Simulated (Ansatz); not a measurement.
The system is V.

```
V
1.0
     2.60429    0.00000    0.00000
    -1.30215    2.25538    0.00000
     0.00000    0.00000    4.72334
V
2
Cartesian
  0.0000 1.5036 1.1808
  1.3021 0.7518 3.5425
```

This isn't the form of V at room conditions, which is bcc.

* Program: Ansatz 0.2.0
* Task: relaxation of cell and atoms
* Functional: PBE
* Dispersion: D4
* Potentials or basis: Ansatz PAW
* Cutoff: 420 eV (not typed: the program's choice for these potentials)
* k mesh: 12 × 12 × 6
* Occupations: fermi-dirac, width 0.05 eV
* Spin: collinear spin, ferromagnetic start
* Starting moments: [2.0, 2.0] μB

At the start: volume 13.87 Å³/atom.

Q: Where does the relaxation end?

A: It ends after 6 steps and the volume is 13.55 Å³/atom (-2.3 %); space group P6_3/mmc (No. 194, to 0.05 Å); moment 0.00 μB per cell.

The path:
```csv
step,energy change (eV),largest force (eV/Å),volume (Å³)
1,0.0000,0.0000,27.74
2,-0.0077,0.0000,26.88
3,-0.0091,0.0000,27.12
4,-0.0091,0.0000,27.10
5,-0.0091,0.0000,27.09
6,-0.0088,0.0000,27.09
```

Final structure:
```yaml
crystal:
  lattice:
    - [2.58853, 0.00000, 0.00000]
    - [-1.29427, 2.24173, 0.00000]
    - [0.00000, 0.00000, 4.66899]
  atoms:
    - { symbol: V, position: [0.33333, 0.66667, 0.25000] }
    - { symbol: V, position: [0.66667, 0.33333, 0.75000] }
```

Caveat: the plane-wave basis is chosen anew once the cell has moved, so the energies of steps on either side of that aren't comparable; pairwise dispersion overbinds metals, which lowers pressure and volume; the starting moments weren't kept.
